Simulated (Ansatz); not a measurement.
**NbC (Fm-3m): cell relaxations under several functionals, by script**

Aim: cell relaxations under several functionals, for NbC (Fm-3m), run from a script.

Computed with Ansatz 0.2.0 through its Python package. The levels of theory stand in the script.

## (1) Starting point

The structure is cubic, space group Fm-3m (No. 225). Conventional cell: a = 4.469 Å, b = 4.469 Å, c = 4.469 Å, α = 90.00°, β = 90.00°, γ = 90.00°. Around Nb (site symmetry m-3m) lie 6 C at 2.23 Å. Around C (site symmetry m-3m) lie 6 Nb at 2.23 Å.

No structure file is read: the coordinates are typed or built in the script.

## (2) The script

Input file nbc_lattice.py:

```python
'''How the lattice of NbC depends on the functional.'''

import ansatz
import numpy as np

def edges_and_angles(cell):
    cell = np.asarray(cell)
    a, b, c = np.linalg.norm(cell, axis=1)
    cosines = cell[1] @ cell[2] / (b * c), cell[0] @ cell[2] / (a * c), cell[0] @ cell[1] / (a * b)
    return (a, b, c, *np.degrees(np.arccos(cosines)))

lattice = ansatz.Lattice.of(
    (0.0, 2.23455, 2.23455),
    (2.23455, 0.0, 2.23455),
    (2.23455, 2.23455, 0.0),
)
sites = [
    ('Nb', (0.0, 0.0, 0.0)),
    ('C', (0.5, 0.5, 0.5)),
]
xtal = ansatz.Crystal(lattice=lattice)
for symbol, position in sites:
    xtal = xtal.atom(symbol, position)

calculation = (
    xtal.calculation()
    .kpoints(spacing=0.24)
    .occupations(ansatz.OccupationsMethod.FERMI_DIRAC, width=0.05)
    .relax(cell=True, max_steps=40)
)

levels = [('revpbe', 'd3bj'), ('pbe', 'd4'), ('rpbe', 'none')]
print('level            a       b       c    alpha   beta  gamma  V/atom  steps')
for name, dispersion in levels:
    seen = []
    run = calculation.functional(name, dispersion=dispersion).session().plan()
    res = run.execute(on_event=lambda e: seen.append(e) if e['event'] == 'relax_step' else None)
    cell = res.lattice.cell_ang
    label = name if dispersion == 'none' else f'{name}+{dispersion}'
    print('{:13s} {:7.4f} {:7.4f} {:7.4f} {:6.2f} {:6.2f} {:6.2f}'.format(label, *edges_and_angles(cell)), f'{abs(np.linalg.det(cell)) / len(res.lattice.sites):7.3f} {len(seen):5d}')
```

## (3) The input behind the calls

The engine receives this input (first run):

```yaml
crystal:
  lattice:
    - [0.0, 2.23455, 2.23455]
    - [2.23455, 0.0, 2.23455]
    - [2.23455, 2.23455, 0.0]
  atoms:
    - { symbol: Nb, position: [0.0, 0.0, 0.0] }
    - { symbol: C, position: [0.5, 0.5, 0.5] }
kpoints:
  mp_grid:
    kspacing: 0.24
hamiltonian:
  xc: revpbe
  dispersion: d3bj
scf:
  occupations:
    method: fermi_dirac
    width: 0.05
relax:
  max_steps: 40
  cell: {}
```

## (4) The run

Command:

```console
> python nbc_lattice.py
```

Log:

```text
level            a       b       c    alpha   beta  gamma  V/atom  steps
DeckWarning: basis.ecutwfc = 420 eV, auto-derived from the records' recommended cutoffs: set by Nb (normal level)
revpbe+d3bj    3.1329  3.1329  3.1329  60.00  60.00  60.00  10.871     5
pbe+d4         3.1539  3.1539  3.1539  60.00  60.00  60.00  11.091     4
rpbe           3.1847  3.1847  3.1847  60.00  60.00  60.00  11.420     5
```

(Warnings from the package without file and line.)

Wall time 7.1 s (1 thread of AMD EPYC 9B45 (Zen 5), shared host); peak memory 0.43 GiB.

## (5) What changed from run to run

The engine's inputs for the other runs:

Run 2, against run 1:

```diff
@@ -13,2 +13,2 @@
-  xc: revpbe
-  dispersion: d3bj
+  xc: pbe
+  dispersion: d4
```

Run 3, against run 1:

```diff
@@ -13,2 +13,2 @@
-  xc: revpbe
-  dispersion: d3bj
+  xc: rpbe
+  dispersion: none
```

## (6) What each run gave

The 3 runs, in the order started:

```tsv
run	functional	dispersion	energy (eV/atom)	final volume (Å³/atom)	pressure (GPa)	SCF cycles in all	CPU time (s)
1	revpbe	d3bj	-2405.9924	10.87	-0.04	32	2.1
2	pbe	d4	-2402.4940	11.09	-0.02	26	2.3
3	rpbe	none	-2406.2246	11.42	0.03	32	2
```

Energies are free energies F = E - TS of the smeared occupations. Totals under unlike functionals or potentials can't be compared directly.

## (7) Path of the relaxation of run 1

Step by step:

| step | E - E(step 1) (eV/cell) | largest force component (eV/Å) | pressure (GPa) | volume (Å³) |
| --- | --- | --- | --- | --- |
| 1 | 0.0000 | 0.0000 | -7.96 | 22.32 |
| 2 | -0.0121 | 0.0000 | 4.28 | 21.46 |
| 3 | -0.0153 | 0.0000 | -0.17 | 21.75 |
| 4 | -0.0154 | 0.0000 | 0.00 | 21.74 |
| 5 | -0.0146 | 0.0000 | -0.04 | 21.74 |

Step 1 is the start. Step 5 repeats the geometry before it on a plane-wave basis chosen anew for that cell, so its energy need not be comparable with the rows above.

Lengths and angles in the start's conventional setting:

|  | before | after | change |
| --- | --- | --- | --- |
| a (Å) | 4.469 | 4.431 | -0.9 % |
| b (Å) | 4.469 | 4.431 | -0.9 % |
| c (Å) | 4.469 | 4.431 | -0.9 % |
| volume (Å³/atom) | 11.16 | 10.87 | -2.6 % |
| shortest distance (Å) | 2.235 | 2.215 | -0.9 % |
| space group (0.01 Å) | Fm-3m | Fm-3m | same |

Forces and stress were held to the start's 48 operations: a distortion of lower symmetry was not tested.

## (8) How the relaxation of run 3 went

Relaxation path:

```csv
step,energy from step 1 (eV/cell),largest force component (eV/Å),pressure (GPa),volume (Å³)
1,0.0000,0.0000,7.09,22.32
2,-0.0079,0.0000,-3.12,23.09
3,-0.0107,0.0000,-0.12,22.85
4,-0.0107,0.0000,0.00,22.84
5,-0.0114,0.0000,0.03,22.84
```

Step 1 is the start. Step 5 repeats the geometry before it on a plane-wave basis chosen anew for that cell, so its energy need not be comparable with the rows above.

Lengths and angles in the start's conventional setting:

|  | before | after | change |
| --- | --- | --- | --- |
| a (Å) | 4.469 | 4.504 | +0.8 % |
| b (Å) | 4.469 | 4.504 | +0.8 % |
| c (Å) | 4.469 | 4.504 | +0.8 % |
| volume (Å³/atom) | 11.16 | 11.42 | +2.4 % |
| shortest distance (Å) | 2.235 | 2.252 | +0.8 % |
| space group (0.01 Å) | Fm-3m | Fm-3m | same |

The run keeps the 48 symmetry operations of the start, so it could not have lowered the symmetry.

## (9) Summary of results

| quantity | value |
| --- | --- |
| runs compared | 3 |
| relaxed volume | 10.87 (revpbe d3bj) to 11.42 Å³/atom (rpbe) |

What this shows: From smallest to largest: revPBE+D3BJ (10.87 Å³ an atom, -2.6 % against the start), PBE+D4 (11.09 Å³ an atom, -0.6 % against the start) and RPBE (11.42 Å³ an atom, +2.4 % against the start). The spread is 5.0 % in volume. In run 1, over 3 moves the cell shrank by 2.6 % in volume, and the space group stayed Fm-3m. In run 3, over 3 moves the cell grew by 2.4 % in volume, and the space group stayed Fm-3m. Notes:
- No spin polarisation was allowed.
- Forces vanish by symmetry, so the ions can't move, and the end may be a saddle.
- The mesh is modest for a metal, so energies can be off by several to tens of meV an atom and pressures by half a GPa or more; differences at equal mesh fare better.
- Edges and angles that the script prints are those of the cell as typed, here a primitive one.
